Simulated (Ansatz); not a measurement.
# CaMg3F8: the cell at several levels of theory

Aim: relax CaMg3F8 built on the fluorite host prototype with PBE, r2SCAN and PBEsol and see how far the functionals disagree on the cell. This is a trial cell built on a prototype, not taken from a measured structure, and it needn't be the compound's ground state.

The runs shown are made with Ansatz 0.2.0. PAW datasets, plane waves, zero pressure. No spin polarisation and no zero-point or thermal motion; the cell was built from a prototype and may be hypothetical.

**1. The system as given**

The symmetry is Cmmm (No. 65, orthorhombic); a = 7.242 Å, b = 10.242 Å, c = 3.621 Å in the conventional setting, 11.19 Å³ an atom. Mg has 8 F at 2.22 Å; F has 2 Mg at 2.22 Å and 2 Ca at 2.22 Å; F has 4 Mg at 2.22 Å; F has 1 Ca at 2.22 Å and 3 Mg at 2.22 Å.

As a file:

```xyz
12
Lattice="3.6212 -5.1212 0.0000 3.6212 5.1212 0.0000 0.0000 0.0000 3.6212" Properties=species:S:1:pos:R:3 pbc="T T T"
Mg    0.0000    0.0000    0.0000
F     3.6212    1.2803    1.8106
F     3.6212    3.8409    1.8106
Mg    1.8106   -2.5606    1.8106
F     5.4318   -1.2803    0.0000
F     5.4318    1.2803    0.0000
Mg    1.8106    2.5606    1.8106
F     1.8106   -1.2803    0.0000
F     1.8106    1.2803    0.0000
Ca    3.6212    0.0000    0.0000
F     3.6212   -3.8409    1.8106
F     3.6212   -1.2803    1.8106
```

**2. Relaxation with PBE**

Input file input.yaml:

```yaml
crystal:
  lattice:
    - [3.62120185, -5.12115276, 0.0]
    - [3.62120185, 5.12115276, 0.0]
    - [0.0, 0.0, 3.62120185]
  atoms:
    - { symbol: Mg, position: [0.0, 0.0, 0.0] }
    - { symbol: F, position: [0.375, 0.625, 0.5] }
    - { symbol: F, position: [0.125, 0.875, 0.5] }
    - { symbol: Mg, position: [0.5, 0.0, 0.5] }
    - { symbol: F, position: [0.875, 0.625, 0.0] }
    - { symbol: F, position: [0.625, 0.875, 0.0] }
    - { symbol: Mg, position: [0.0, 0.5, 0.5] }
    - { symbol: F, position: [0.375, 0.125, 0.0] }
    - { symbol: F, position: [0.125, 0.375, 0.0] }
    - { symbol: Ca, position: [0.5, 0.5, 0.0] }
    - { symbol: F, position: [0.875, 0.125, 0.5] }
    - { symbol: F, position: [0.625, 0.375, 0.5] }
kpoints:
  mp_grid: { grid: [4, 4, 6] }
hamiltonian:
  xc: pbe
scf:
  occupations: { method: fermi_dirac, width: 0.02 }
relax:
  f_tol: 0.005
  cell: {}
output:
  write_density: true
  write_potential: true
  elf: true
  volumetric_format: npy
```

Further steps of the session: Relaxation with r2SCAN; PBEsol: cell and atoms.

Q: Predict the outcome of this session. Wanted: for each run, a; b; c; volume; space group; SCF geometries.

The runs gave:

| level | a (Å) | b (Å) | c (Å) | volume (Å³/atom) | space group | SCF geometries |
| --- | --- | --- | --- | --- | --- | --- |
| PBE | 7.214 | 10.304 | 3.643 | 11.284 | Cmmm | 8 |
| r2SCAN | 7.112 | 10.160 | 3.588 | 10.801 | Cmmm | 8 |
| PBEsol | 7.122 | 10.167 | 3.593 | 10.841 | Cmmm | 8 |

In words: The first relaxation changed the volume by +0.8 % from the start. r2SCAN gives the smallest cell and PBE the largest; they differ by 4.5 % in volume, a mean of 1.5 % in length.
